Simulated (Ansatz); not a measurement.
# Se: the cost of one run

Method: DFT PBE, scalar-relativistic, in Ansatz 0.2.0.

## (1) The starting structure

It takes space group P3_121 (No. 152, trigonal). The conventional cell has a = 4.366 Å, b = 4.366 Å, c = 4.954 Å, α = 90.00°, β = 90.00°, γ = 120.00°. Se (site symmetry 2) is surrounded by 2 Se at 2.37 Å.

Structure file:

```
Se
1.0
     4.36620    0.00000    0.00000
    -2.18310    3.78124    0.00000
     0.00000    0.00000    4.95360
Se
3
Cartesian
  0.9841 0.0000 1.6512
  -0.4921 0.8523 3.3024
  1.6910 2.9289 0.0000
```

Atoms are numbered in the order of the input: Se1, Se2, Se3.

## (2) Volume × 0.96, LAPW

File input.yaml:

```yaml
crystal:
  lattice:
    - [4.3071900132, 0.0, 0.0]
    - [-2.1535950066, 3.7301359704, 0.0]
    - [0.0, 0.0, 4.8866512526]
  atoms:
    - { symbol: Se, position: [0.2254, 0.0, 0.3333333333] }
    - { symbol: Se, position: [0.0, 0.2254, 0.6666666667] }
    - { symbol: Se, position: [0.7746, 0.7746, 0.0] }
kpoints:
  mp_grid: { grid: [6, 6, 5] }
  band_path:
    path:
      - [0.0, 0.0, 0.0]
      - [0.5, 0.0, 0.0]
      - [0.3333333333, 0.3333333333, 0.0]
      - [0.0, 0.0, 0.0]
      - [0.0, 0.0, 0.5]
      - [0.5, 0.0, 0.5]
      - [0.3333333333, 0.3333333333, 0.5]
      - [0.0, 0.0, 0.5]
      - [0.5, 0.0, 0.5]
    npoints: 5
scf:
  occupations: { method: fermi_dirac, width: 0.03 }
hamiltonian:
  xc: pbe
  pseudopotentials: { kind: all_electron, lapw: { basis_error: 0.001 } }
output:
  forces: true
  stress: true
  eigenvalues: true
```

Command:

```
$ ansatz run input.yaml --threads 1 --pin off --max-ram 4096MiB --backend cpu --events-out ev --progress --plain --runs-dir out
```

What time and memory should one allow on 1 thread of Arm Neoverse V2, shared host?

About 55 s, with a peak of 0.38 GiB.
